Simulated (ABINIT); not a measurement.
# Os (P6_3/mmc) in ABINIT: settings compared, part 2 of 2

ABINIT 10.8.3 (patched build).

### Step 3. Relaxation of cell and atoms, PBE+D3

run.py

```python
import json, os
import numpy as np
from ase.constraints import FixSymmetry
from ase.optimize import LBFGS
from ase.filters import FrechetCellFilter
from ase.units import GPa
from ase.calculators.mixing import SumCalculator
from dftd3.ase import DFTD3
from ase.calculators.abinit import Abinit, AbinitProfile
from ase import Atoms

atoms = Atoms(['Os', 'Os'],
              cell=[[2.7341, 0.0, 0.0], [-1.36705, 2.3678000565, 0.0], [0.0, 0.0, 4.3197]],
              scaled_positions=[[0.6666666667, 0.3333333333, 0.75], [0.3333333333, 0.6666666667, 0.25]],
              pbc=True)

profile = AbinitProfile(command='abinit', pp_paths=[os.path.abspath('pseudos')])
params = dict(
    pps='pawxml', xc='PBE',
    chksymtnons=0,
    tolsym=1e-05,
    ecut=408.1708,
    pawecutdg=816.3416,
    pawxcdev=0,
    pawovlp=-1,
    kptopt=1,
    ngkpt=[11, 11, 6],
    nshiftk=1,
    shiftk=[0.0, 0.0, 0.0],
    ixc=11,
    nband=12,
    occopt=3,
    tsmear=0.05,
    nstep=100,
    tolvrs=1e-09,
    prtwf=0,
    prtden=0,
    ecutsm=0.5,
)

atoms.calc = SumCalculator([Abinit(profile=profile, directory='run', **params), DFTD3(method='pbe', damping='d3zero')])
atoms.set_constraint(FixSymmetry(atoms, symprec=1e-4))
opt = LBFGS(FrechetCellFilter(atoms), trajectory='opt.traj')
converged = opt.run(fmax=0.01, steps=30)
print('converged', converged)
print('cell (A)', np.round(atoms.cell[:], 5).tolist())
energy = atoms.get_potential_energy()
forces = atoms.get_forces()
stress = atoms.get_stress()
print(f'energy {energy:.6f} eV')
print('forces (eV/A)')
print(np.round(forces, 5))
print('stress (GPa, Voigt, tension positive)', np.round(stress / GPa, 4))
json.dump(dict(energy=energy, forces=forces.tolist(), stress=stress.tolist(), cell=atoms.cell.tolist(), frac=atoms.get_scaled_positions(wrap=False).tolist()), open('results.json', 'w'))
```

Potentials or basis: JTH PAW PBE v2.0.

Started as:

```
> python run.py
```

Output:

```text
Step          Energy          fmax
LBFGS:    0     -858.972845        0.111983
LBFGS:    1     -858.973044        0.042927
LBFGS:    2     -858.973026        0.012189
LBFGS:    3     -858.972953        0.006415
converged True
cell (A) [[2.73426, 0.0, 0.0], [-1.36713, 2.36794, -0.0], [0.0, 0.0, 4.32602]]
energy -858.972953 eV
forces (eV/A)
[[-0. -0. -0.]
 [ 0.  0.  0.]]
stress (GPa, Voigt, tension positive) [ 0.0734  0.0734  0.0122 -0.      0.      0.    ]
```

abinit.in:

```text
chksymtnons 0
ecut 408.1708 eV
ecutsm 0.5
ixc 11
kptopt 1
natom 2
nband 12
ngkpt
11 11 6
nshiftk 1
nsppol 1
nstep 100
occopt 3
pawecutdg 816.3416 eV
pawovlp -1
pawxcdev 0
prtden 0
prtwf 0
shiftk
0.0 0.0 0.0
tolsym 1e-05
tolvrs 1e-09
tsmear 0.05 eV
#Definition of the unit cell
acell
1.00000000000000 1.00000000000000 1.00000000000000 Angstrom
rprim
2.73426216846031 0.00000000000000 0.00000000000000
-1.36713108423016 2.36794049849336 -0.00000000000000
0.00000000000000 0.00000000000000 4.32602349776018
chkprim 0 # Allow non-primitive cells
#Definition of the atom types
ntypat 1
znucl 76
#Enumerate different atomic species
typat
 1 1
pseudos "./pseudos/Os.GGA_PBE-JTH.xml"
#Definition of the atoms
xcart
2.58350332757184 1.49158634132758 6.13124971852639
0.00000000025835 2.98317268280432 2.04374990617546
chkexit 1 # abinit.exit file in the running directory terminates after the current SCF
```

abinit.abo:

```text
.Version 10.8.3 of ABINIT
 Symmetries : space group P6_3/m m c (#194); Bravais hP (primitive hexag.)
================================================================================
 Values of the parameters that define the memory need of the present run
     intxc =       0    ionmov =       0      iscf =      17    lmnmax =      18
     lnmax =       6     mgfft =      30  mpssoang =       3    mqgrid =    3001
     natom =       2  nloc_mem =       2    nspden =       1   nspinor =       1
    nsppol =       1      nsym =      24    n1xccc =       1    ntypat =       1
    occopt =       3   xclevel =       2
       mpw =         538          nfft =        9720          nkpt =          64
 PAW method is used; the additional fine FFT grid is defined by:
   mgfftf=        45    nfftf =     32805
================================================================================
================================================================================

--------------------------------------------------------------------------------
------------- Echo of variables that govern the present computation ------------
--------------------------------------------------------------------------------
 -outvars: echo values of preprocessed input variables --------
            acell      1.8897261259E+00  1.8897261259E+00  1.8897261259E+00 Bohr
              amu      1.90200000E+02
          chkexit           1
          chkprim           0
      chksymtnons           0
             ecut      1.50000002E+01 Hartree
           ecutsm      5.00000000E-01 Hartree
                       outvar_i_n : Printing only first  50 k-points.
              ixc          11
[... 205 lines left out ...]
total_energy_dc     : -3.15230143288712E+01
total_energy_dc_eV  : -8.57784918540507E+02
...

--- !EnergyTermsWithPAWCore
iteration_state     : {dtset: 1, }
comment             : 'Components of total free energy, including PAW core contributions'
Total energy        : -3.45085109123558E+04
Total energy DC     : -3.45085109281801E+04
Total energy (eV)   : -9.39024419209763E+05
Total energy DC (eV): -9.39024419640365E+05
...

 Cartesian components of stress tensor (hartree/bohr^3)
  sigma(1 1)= -2.87641483E-04  sigma(3 2)=  0.00000000E+00
  sigma(2 2)= -2.87641483E-04  sigma(3 1)=  0.00000000E+00
  sigma(3 3)= -2.72219875E-04  sigma(2 1)=  0.00000000E+00

-Cartesian components of stress tensor (GPa)         [Pressure=  8.3115E+00 GPa]
- sigma(1 1)= -8.46270461E+00  sigma(3 2)=  0.00000000E+00
- sigma(2 2)= -8.46270461E+00  sigma(3 1)=  0.00000000E+00
- sigma(3 3)= -8.00898522E+00  sigma(2 1)=  0.00000000E+00

== END DATASET(S) ==============================================================
================================================================================

 -outvars: echo values of variables after computation  --------
            acell      1.8897261259E+00  1.8897261259E+00  1.8897261259E+00 Bohr
           etotal     -3.1523014329E+01
            fcart      2.0844913917E-28  3.6104449983E-28  6.9075065126E-23
                      -2.0844913917E-28 -3.6104449983E-28 -6.9075065126E-23
            rprim      2.7342621685E+00  0.0000000000E+00  0.0000000000E+00
                      -1.3671310842E+00  2.3679404985E+00 -0.0000000000E+00
                       0.0000000000E+00  0.0000000000E+00  4.3260234978E+00
           strten     -2.8764148311E-04 -2.8764148311E-04 -2.7221987453E-04
                       0.0000000000E+00  0.0000000000E+00  0.0000000000E+00
           xangst      1.3671310843E+00  7.8931349937E-01  3.2445176232E+00
                       1.1108254222E-10  1.5786269989E+00  1.0815058744E+00
             xred      6.6666666668E-01  3.3333333328E-01  7.4999999998E-01
                       3.3333333335E-01  6.6666666661E-01  2.4999999998E-01
 Calculation completed.
```

It took 37 s on 1 thread of Arm Neoverse V2, shared host; peak memory 0.11 GiB.

What came out:

```
Free energy                                           : -858.9734 eV
Relaxed volume                                        : 14.00 Å³/atom
Relaxed cell                                          : a = 2.734 Å, b = 2.734 Å, c = 4.326 Å, α = 90.00°, β = 90.00°, γ = 120.00°
Space group after relaxing (to 0.05 Å)                : P6_3/mmc (No. 194)
Energy gained by relaxing                             : 0.1 meV/atom
Ionic steps                                           : 4
Pressure after relaxing                               : -0.1 GPa
Band gap on the k mesh                                : none (metal or under the smearing width)
Valence electrons inside the program's atomic spheres : Os 6.64 (radii [1.3305] Å)
Dispersion energy per atom                            : -0.594 eV
```

The path:
```csv
step,energy change (eV),largest force (eV/Å),pressure (GPa),volume (Å³)
1,0.0000,0.0000,0.65,27.96
2,-0.0002,0.0000,0.12,28.00
3,-0.0002,0.0000,-0.07,28.01
4,-0.0001,0.0000,-0.05,28.01
```

Final structure:
```yaml
crystal:
  lattice:
    - [2.73426, 0.00000, 0.00000]
    - [-1.36713, 2.36794, 0.00000]
    - [0.00000, 0.00000, 4.32602]
  atoms:
    - { symbol: Os, position: [0.66667, 0.33333, 0.75000] }
    - { symbol: Os, position: [0.33333, 0.66667, 0.25000] }
```

Caveat: the log and the count of SCF iterations are those of the last ABINIT call alone; pairwise dispersion overbinds metals, which lowers pressure and volume.
